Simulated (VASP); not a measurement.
# 2H-MoTe2 monolayer under biaxial strain, part 3 of 7

How do the gap and the band positions of 2H-MoTe2 monolayer follow biaxial strain?

VASP 6.6.1, plane waves and PAW; the level of theory is named at each step.

So far, gap on the k-mesh (eV): step 2 (relaxing the monolayer) 1.19.

## (5) Strained, atoms relaxed, biaxial strain -0.04

Level of this step: PBE with D3(BJ), no spin polarisation; plane waves and PAW (Mo, Te) (VASP).

The cell is held at the strained lattice, and the atoms relax in it.

Input file INCAR:

```
SYSTEM = Te2Mo
PREC = Normal
ENCUT = 350
EDIFF = 1E-06
NELM = 120
ISMEAR = 0
SIGMA = 0.03
LREAL = .FALSE.
ALGO = Fast
GGA = PE
IVDW = 12
NBANDS = 15
LASPH = .TRUE.
LORBIT = 11
LWAVE = .FALSE.
LCHARG = .FALSE.
KPAR = 4
IBRION = 2
NSW = 30
ISIF = 2
EDIFFG = -0.015
POTIM = 0.4
MAXMIX = 40
IDIPOL = 3
LDIPOL = .TRUE.
DIPOL = 0.5 0.5 0.5
```

Input file POSCAR:

```
Te2Mo
1.0
    3.3574403775      0.0000000000      0.0000000000
   -1.6787201888      2.9076286586      0.0000000000
    0.0000000000      0.0000000000     22.0000000000
Mo Te
1 2
Direct
    0.3333333333      0.6666666667      0.5000000000
    0.6666666667      0.3333333333      0.4174975803
    0.6666666667      0.3333333333      0.5825024197
```

Input file KPOINTS:

```
Automatic mesh
0
Gamma
12 12 1
0 0 0
```

The projector-augmented-wave data sets are Mo and Te (PBE family, release 64).

Command:

```console
$ mpirun -np 4 vasp_std
```

The log of the run:

```text
[... set-up lines as in an earlier step ...]
 entering main loop
       N       E                     dE             d eps       ncg     rms          rms(c)
DAV:   1     0.993483308339E+02    0.99348E+02   -0.48213E+03   570   0.638E+02
DAV:   2    -0.989094876598E+01   -0.10924E+03   -0.10262E+03   880   0.141E+02
DAV:   3    -0.182114939037E+02   -0.83205E+01   -0.82362E+01   794   0.476E+01
DAV:   4    -0.183965173509E+02   -0.18502E+00   -0.18474E+00   787   0.885E+00
DAV:   5    -0.184000136386E+02   -0.34963E-02   -0.34962E-02   885   0.109E+00    0.187E+01
RMM:   6    -0.179174666533E+02    0.48255E+00   -0.80247E-01   570   0.484E+00    0.853E+00
RMM:   7    -0.178019032484E+02    0.11556E+00   -0.71820E-01   570   0.353E+00    0.307E+00
RMM:   8    -0.177395911109E+02    0.62312E-01   -0.23462E-01   570   0.273E+00    0.720E-01
RMM:   9    -0.177324923383E+02    0.70988E-02   -0.22233E-02   577   0.119E+00    0.333E-01
RMM:  10    -0.177313335482E+02    0.11588E-02   -0.70999E-03   572   0.495E-01    0.159E-01
RMM:  11    -0.177313881177E+02   -0.54570E-04   -0.19923E-03   593   0.282E-01    0.105E-01
RMM:  12    -0.177314568260E+02   -0.68708E-04   -0.65046E-04   603   0.129E-01    0.339E-02
RMM:  13    -0.177315748600E+02   -0.11803E-03   -0.25498E-04   583   0.678E-02    0.419E-02
RMM:  14    -0.177318310743E+02   -0.25621E-03   -0.62070E-05   577   0.394E-02    0.250E-02
RMM:  15    -0.177320371985E+02   -0.20612E-03   -0.40354E-05   570   0.309E-02    0.861E-03
RMM:  16    -0.177321103359E+02   -0.73137E-04   -0.11405E-05   563   0.182E-02    0.821E-03
RMM:  17    -0.177321353611E+02   -0.25025E-04   -0.37591E-06   436   0.900E-03    0.642E-03
RMM:  18    -0.177321454031E+02   -0.10042E-04   -0.11742E-06   410   0.515E-03    0.123E-03
RMM:  19    -0.177321477550E+02   -0.23519E-05   -0.36377E-07   377   0.301E-03    0.919E-04
RMM:  20    -0.177321483086E+02   -0.55359E-06   -0.11549E-07   319   0.193E-03
   1 F= -.19044379E+02 E0= -.19044379E+02  d E =-.190444E+02
 curvature:   0.00 expect dE= 0.000E+00 dE for cont linesearch  0.000E+00
 trial: gam= 0.00000 g(F)=  0.579E-01 g(S)=  0.000E+00 ort = 0.000E+00 (trialstep = 0.100E+01)
 search vector abs. value=  0.579E-01
 bond charge predicted
       N       E                     dE             d eps       ncg     rms          rms(c)
DAV:   1    -0.177806981743E+02   -0.48550E-01   -0.99766E-01   654   0.535E+00    0.785E-01
RMM:   2    -0.177812358628E+02   -0.53769E-03   -0.34929E-02   570   0.117E+00    0.512E-01
RMM:   3    -0.177822290079E+02   -0.99315E-03   -0.41614E-03   573   0.457E-01    0.187E-01
RMM:   4    -0.177822701931E+02   -0.41185E-04   -0.17818E-03   592   0.274E-01    0.466E-02
RMM:   5    -0.177822911831E+02   -0.20990E-04   -0.32833E-04   614   0.122E-01    0.249E-02
RMM:   6    -0.177822975006E+02   -0.63175E-05   -0.61709E-05   588   0.521E-02    0.644E-03
RMM:   7    -0.177823075105E+02   -0.10010E-04   -0.18129E-05   598   0.268E-02    0.260E-02
RMM:   8    -0.177823121548E+02   -0.46443E-05   -0.39552E-06   476   0.119E-02    0.465E-02
RMM:   9    -0.177823135742E+02   -0.14194E-05   -0.98066E-07   395   0.718E-03    0.259E-02
RMM:  10    -0.177823140208E+02   -0.44658E-06   -0.58116E-07   381   0.466E-03
   2 F= -.19084264E+02 E0= -.19084264E+02  d E =-.398853E-01
 trial-energy change:   -0.039885  1 .order   -0.040259   -0.057880   -0.022638
 step:   1.7213(harm=  1.6423)  dis= 0.05753  next Energy=   -19.092288 (dE=-0.479E-01)
 bond charge predicted
       N       E                     dE             d eps       ncg     rms          rms(c)
DAV:   1    -0.177968004314E+02   -0.14487E-01   -0.51851E-01   591   0.384E+00    0.552E-01
RMM:   2    -0.177971206481E+02   -0.32022E-03   -0.17221E-02   570   0.870E-01    0.144E-01
RMM:   3    -0.177973470466E+02   -0.22640E-03   -0.21728E-03   573   0.332E-01    0.553E-02
RMM:   4    -0.177974108977E+02   -0.63851E-04   -0.57021E-04   607   0.162E-01    0.436E-02
RMM:   5    -0.177974218577E+02   -0.10960E-04   -0.88882E-05   643   0.684E-02    0.388E-02
RMM:   6    -0.177974244194E+02   -0.25617E-05   -0.13990E-05   593   0.254E-02    0.139E-02
RMM:   7    -0.177974245596E+02   -0.14020E-06   -0.21672E-06   427   0.936E-03
   3 F= -.19091963E+02 E0= -.19091963E+02  d E =-.475840E-01
 curvature:  -0.81 expect dE=-0.103E-04 dE for cont linesearch -0.103E-04
 trial: gam= 0.00000 g(F)=  0.127E-04 g(S)=  0.000E+00 ort =-0.857E-03 (trialstep = 0.114E+01)
 search vector abs. value=  0.127E-04
 reached required accuracy - stopping structural energy minimisation
```

Elapsed: 11 s, on 4 MPI ranks of Intel Xeon 6975P-C (Granite Rapids), shared host; peak memory 0.78 GiB; 36 s of CPU time.

OUTCAR, selected parts (step 5):

```text
   ENCUT  =  350.0 eV  25.72 Ry    5.07 a.u.   5.12  5.12 33.56*2*pi/ulx,y,z

   NELECT =      18.0000    total number of electrons

 Edisp (eV)   -1.30195

 E-fermi :  -0.3295

 k-point     1 :       0.0000    0.0000    0.0000
  band No.  band energies     occupation
    ...
      5      -2.0093      2.00000
      6      -2.0093      2.00000
      7      -1.7275      2.00000
      8      -1.2097      2.00000
      9      -1.2097      2.00000
     10       3.1106      0.00000
     11       3.1106      0.00000
     12       3.2920      0.00000
     13       3.3397      0.00000
     14       3.3397      0.00000
    ...

 Edisp (eV)   -1.29454

  Total       3.16706     3.16706    -0.11173    -0.00000     0.00000     0.00000
  in kB      23.62640    23.62640    -0.83350    -0.00000     0.00000     0.00000
  external pressure =       15.47 kB  Pullay stress =        0.00 kB

 POSITION                                       TOTAL-FORCE (eV/Angst)
 -----------------------------------------------------------------------------------
     -0.00000      1.93842     11.00000         0.000000     -0.000000      0.000000
      1.67872      0.96921      9.12742        -0.000000      0.000000      0.012820
      1.67872      0.96921     12.87258        -0.000000      0.000000     -0.012820
 -----------------------------------------------------------------------------------
    total drift:                                0.000002     -0.000001      0.000000

  FREE ENERGIE OF THE ION-ELECTRON SYSTEM (eV)
  ---------------------------------------------------
  free  energy   TOTEN  =       -19.0919629189 eV

  energy  without entropy=      -19.0919629189  energy(sigma->0) =      -19.09196292

 vacuum level on the upper side and lower side of the slab         3.942         3.942

[... 6 parts as in an earlier step ...]

[... 12 further parts left out ...]
```

Relaxation path:

```csv
step,energy less that of the first step (eV),largest force (eV/Å)
1,0.0000,0.8659
2,-0.0399,0.3387
3,-0.0476,0.0128
```

The atoms that moved most (Å):

```csv
atom,dx,dy,dz,length
Te2,0.000,0.000,-0.058,0.058
Te3,0.000,0.000,0.058,0.058
```

The relaxed structure:

```
Mo Te
1.0
     3.35744    0.00000    0.00000
    -1.67872    2.90763    0.00000
     0.00000    0.00000   22.00000
Mo Te
1 2
Cartesian
  0.0000 1.9384 11.0000
  1.6787 0.9692 9.1274
  1.6787 0.9692 12.8726
```

This step gave:

```yaml
electronic_cycles: 37
free_energy_toten: -19.09 eV
fermi_energy: -0.3295 eV
gap_on_the_k_mesh: 0.9005 eV
least_direct_gap_on_the_k_mesh: 1.367 eV
```

The run ended after 3 ionic steps, 0.048 eV below its first step, once the forces on the free atoms met EDIFFG = -0.015.

## (6) Strained, levels with spin-orbit coupling, biaxial strain -0.04

This step: PBE with D3(BJ), spin-orbit coupling, no spin polarisation; plane waves and PAW (Mo, Te) (VASP 6.6.1).

A static run with spin-orbit coupling gives the gap and the vacuum level at this strain.

Input file INCAR:

```
SYSTEM = Te2Mo
PREC = Normal
ENCUT = 350
EDIFF = 1E-06
NELM = 120
ISMEAR = 0
SIGMA = 0.03
LREAL = .FALSE.
ALGO = Fast
GGA = PE
IVDW = 12
LNONCOLLINEAR = .TRUE.
MAGMOM = 0 0 0 0 0 0 0 0 0
NBANDS = 30
GGA_COMPAT = .FALSE.
LASPH = .TRUE.
LSORBIT = .TRUE.
LMAXMIX = 4
LWAVE = .FALSE.
LCHARG = .FALSE.
KPAR = 4
IDIPOL = 3
LDIPOL = .TRUE.
DIPOL = 0.5 0.5 0.5
LVHAR = .TRUE.
LVACPOTAV = .TRUE.
```

Input file POSCAR:

```
Te2Mo
1.0
    3.3574403775      0.0000000000      0.0000000000
   -1.6787201888      2.9076286586      0.0000000000
    0.0000000000      0.0000000000     22.0000000000
Mo Te
1 2
Direct
    0.3333333333      0.6666666667      0.5000000000
    0.6666666667      0.3333333333      0.4148827770
    0.6666666667      0.3333333333      0.5851172230
```

KPOINTS is that of step 5.

Input file KPOINTS_OPT:

```
Line mode
14
Line-mode
Reciprocal
  0.00000000   0.00000000   0.00000000 GAMMA
  0.50000000   0.00000000   0.00000000 M

  0.50000000   0.00000000   0.00000000 M
  0.33333333   0.33333333   0.00000000 K

  0.33333333   0.33333333   0.00000000 K
  0.00000000   0.00000000   0.00000000 GAMMA
```

Command:

```console
$ mpirun -np 4 vasp_ncl
```

The log of the run:

```text
[... set-up lines as in an earlier step ...]
 entering main loop
       N       E                     dE             d eps       ncg     rms          rms(c)
DAV:   1     0.100397581163E+03    0.10040E+03   -0.46951E+03  1860   0.640E+02
DAV:   2    -0.772298363947E+01   -0.10812E+03   -0.10186E+03  2778   0.148E+02
DAV:   3    -0.183963440203E+02   -0.10673E+02   -0.10509E+02  2552   0.518E+01
DAV:   4    -0.187093466289E+02   -0.31300E+00   -0.31188E+00  2518   0.105E+01
DAV:   5    -0.187158176790E+02   -0.64711E-02   -0.64695E-02  2594   0.162E+00    0.181E+01
RMM:   6    -0.182115527396E+02    0.50426E+00   -0.95357E-01  1996   0.528E+00    0.825E+00
RMM:   7    -0.180892231883E+02    0.12233E+00   -0.63181E-01  2107   0.343E+00    0.470E+00
RMM:   8    -0.180181482036E+02    0.71075E-01   -0.30269E-01  2042   0.311E+00    0.821E-01
RMM:   9    -0.180111761733E+02    0.69720E-02   -0.30430E-02  2183   0.136E+00    0.448E-01
RMM:  10    -0.180101083216E+02    0.10679E-02   -0.60151E-03  2343   0.443E-01    0.290E-01
RMM:  11    -0.180093661964E+02    0.74213E-03   -0.21283E-03  2251   0.266E-01    0.484E-02
RMM:  12    -0.180094152197E+02   -0.49023E-04   -0.56507E-04  2559   0.129E-01    0.405E-02
RMM:  13    -0.180095365973E+02   -0.12138E-03   -0.19264E-04  2408   0.633E-02    0.282E-02
RMM:  14    -0.180098134037E+02   -0.27681E-03   -0.29280E-04  2461   0.622E-02    0.304E-02
RMM:  15    -0.180098878474E+02   -0.74444E-04   -0.28758E-05  2467   0.258E-02    0.156E-02
RMM:  16    -0.180100031329E+02   -0.11529E-03   -0.11815E-05  2299   0.160E-02    0.133E-02
RMM:  17    -0.180101408496E+02   -0.13772E-03   -0.11605E-05  2418   0.161E-02    0.580E-03
RMM:  18    -0.180101438184E+02   -0.29688E-05   -0.17887E-06  1934   0.693E-03    0.477E-03
RMM:  19    -0.180101864053E+02   -0.42587E-04   -0.19070E-06  2052   0.537E-03    0.111E-03
RMM:  20    -0.180101947065E+02   -0.83012E-05   -0.52506E-07  1833   0.299E-03    0.806E-04
RMM:  21    -0.180101960084E+02   -0.13019E-05   -0.10277E-07  1296   0.163E-03    0.658E-04
RMM:  22    -0.180101991830E+02   -0.31747E-05   -0.16903E-07  1654   0.182E-03    0.779E-04
RMM:  23    -0.180101994313E+02   -0.24822E-06   -0.36869E-08  1011   0.101E-03
 [... a notice as in an earlier step ...]

   1 F= -.19304738E+02 E0= -.19304738E+02  d E =-.962047E-20  mag=    -0.0000    -0.0000    -0.0000
 Start KPOINTS_OPT (optional k-point list driver)
k-point batch [1-31\42]
       N       E                     dE             ncg
DAV:   1     0.669787982645E+03   -0.11806E+05     1876
DAV:   2    -0.256842292161E+04   -0.32382E+04     2786
DAV:   3    -0.289112357676E+04   -0.32270E+03     2504
DAV:   4    -0.290092816544E+04   -0.98046E+01     2602
DAV:   5    -0.290110376705E+04   -0.17560E+00     2474
DAV:   6    -0.290110968056E+04   -0.59135E-02     2512
DAV:   7    -0.290110988623E+04   -0.20567E-03     2516
DAV:   8    -0.290110989583E+04   -0.95931E-05     2114
DAV:   9    -0.290110989629E+04   -0.46147E-06     1602
k-point batch [32-42\42]
       N       E                     dE             ncg
DAV:   1     0.110512029492E+05   -0.19691E+04      676
DAV:   2     0.100282750864E+05   -0.10229E+04      946
DAV:   3     0.990241587650E+04   -0.12586E+03      896
DAV:   4     0.989811591366E+04   -0.43000E+01      960
DAV:   5     0.989802987110E+04   -0.86043E-01      914
DAV:   6     0.989802706230E+04   -0.28088E-02      894
DAV:   7     0.989802695323E+04   -0.10906E-03      958
DAV:   8     0.989802694910E+04   -0.41306E-05      780
DAV:   9     0.989802694895E+04   -0.15181E-06      588
```

Run time: 51 s. Hardware: 4 MPI ranks; peak memory 2.1 GiB.

Parts of OUTCAR (step 6):

```text
   k-points           NKPTS =     31   k-points in BZ     NKDIM =     31   number of bands    NBANDS=     30

   NELECT =      18.0000    total number of electrons

 E-fermi :  -0.2596

 k-point     1 :       0.0000    0.0000    0.0000
  band No.  band energies     occupation
    ...
     14      -1.7752      1.00000
     15      -1.2575      1.00000
     16      -1.2575      1.00000
     17      -1.0926      1.00000
     18      -1.0926      1.00000
     19       2.7431      0.00000
     20       2.7431      0.00000
     21       2.9750      0.00000
     22       2.9750      0.00000
     23       3.2996      0.00000
    ...

 Edisp (eV)   -1.29454

  Total       3.20215     3.20215    -0.03252    -0.00000     0.00000     0.00000
  in kB      23.88818    23.88818    -0.24257    -0.00000     0.00000     0.00000
  external pressure =       15.84 kB  Pullay stress =        0.00 kB

 POSITION                                       TOTAL-FORCE (eV/Angst)
 -----------------------------------------------------------------------------------
     -0.00000      1.93842     11.00000         0.000000     -0.000000      0.000000
      1.67872      0.96921      9.12742        -0.000000      0.000000     -0.008566
      1.67872      0.96921     12.87258        -0.000000      0.000000      0.008566
 -----------------------------------------------------------------------------------
    total drift:                                0.000001     -0.000001     -0.000000

  FREE ENERGIE OF THE ION-ELECTRON SYSTEM (eV)
  ---------------------------------------------------
  free  energy   TOTEN  =       -19.3047377907 eV

  energy  without entropy=      -19.3047377907  energy(sigma->0) =      -19.30473779

 vacuum level on the upper side and lower side of the slab         4.014         4.014

 Spin-Orbit-Coupling matrix elements
 Ion:    1  E_soc:     -0.0353732
 Ion:    2  E_soc:     -0.1972139
 Ion:    3  E_soc:     -0.1972139

[... 6 parts as in an earlier step ...]

[... 10 further parts left out ...]
```

Numbers from this step:

| Item | Value |
| --- | --- |
| electronic cycles | 23 |
| free energy (TOTEN) | -19.30 eV |
| Fermi energy | -0.2596 eV |
| least gap on mesh and path | 0.8073 eV |
| least direct gap on mesh and path | 1.191 eV |
| vacuum levels | 4.014, 4.014 eV |
| ionisation potentials of the upper and lower face | 4.451, 4.451 eV |

On-site spin-orbit energy by atom:

```csv
atom,on-site spin-orbit energy (eV)
Mo1,-0.035
Te2,-0.197
Te3,-0.197
```

The electronic bands at the labelled points (eV, zero at the valence-band top; v1 is the highest filled band, c1 the lowest empty one):

```csv
point,v4,v3,v2,v1,c1,c2,c3,c4
Γ,-0.82,-0.82,-0.66,-0.66,3.18,3.18,3.41,3.41
0.54 of the way,-1.33,-1.33,-0.67,-0.67,1.11,1.11,2.13,2.13
M,-1.12,-1.12,-0.01,-0.01,1.64,1.64,1.68,1.68
0.54 of the way,-2.15,-2.13,-0.43,-0.24,1.46,1.50,1.88,1.92
K,-2.26,-2.23,-0.31,-0.11,1.25,1.25,1.32,1.43
0.54 of the way,-1.27,-0.93,-0.68,-0.61,0.96,1.07,1.81,1.93
Γ,-0.82,-0.82,-0.66,-0.66,3.18,3.18,3.41,3.41
```

Zero at the Fermi level. Planar average of the electrostatic potential against height:

height (Å), planar average of the electrostatic potential (eV) and a bar from the least value:
```
      0.0        4.3 ##############################
      0.5        4.3 ##############################
      1.0        4.3 ##############################
      1.5        4.3 ##############################
      2.0        4.3 ##############################
      2.5        4.3 ##############################
      3.0        4.3 ##############################
      3.5        4.3 ##############################
      4.0        4.3 ##############################
      4.5        4.3 ##############################
      5.0        4.3 ##############################
      5.5        4.3 ##############################
      6.0        4.3 ##############################
      6.5        4.2 ##############################
      7.0        4.1 ##############################
      7.5        3.5 #############################
      8.0        1.2 ##########################
      8.5       -9.2 ##############
      9.0      -20.5 
      9.5      -16.8 ####
     10.0       -5.3 ##################
     10.5       -5.3 ##################
     11.0       -7.1 ################
     11.5       -5.3 ##################
     12.0       -5.3 ##################
     12.5      -16.8 ####
     13.0      -20.5 
     13.5       -9.2 ##############
     14.0        1.2 ##########################
     14.5        3.5 #############################
     15.0        4.1 ##############################
     15.5        4.2 ##############################
     16.0        4.3 ##############################
     16.5        4.3 ##############################
     17.0        4.3 ##############################
     17.5        4.3 ##############################
     18.0        4.3 ##############################
     18.5        4.3 ##############################
     19.0        4.3 ##############################
     19.5        4.3 ##############################
     20.0        4.3 ##############################
     20.5        4.3 ##############################
     21.0        4.3 ##############################
     21.5        4.3 ##############################
```

The path shows an indirect gap of 0.81 eV (valence top between M and K, conduction bottom between K and Γ). The least direct gap is 1.19 eV.

[end of part 3 of 7]

[Lines on the potential files, build, host, timing and source positions are cut from VASP's logs without a mark.]

[Logs are printed without paths, hosts, clocks, repeated set-up lines and the standing remarks that a program may print on its own settings, such as how far it seeks lower states.]

[Hosts, paths, dates, database ids (printed as entryN), source tags and the programs' standing remarks are cut or masked in the printed files.]

[Runs that stopped without an error message from VASP are left out.]
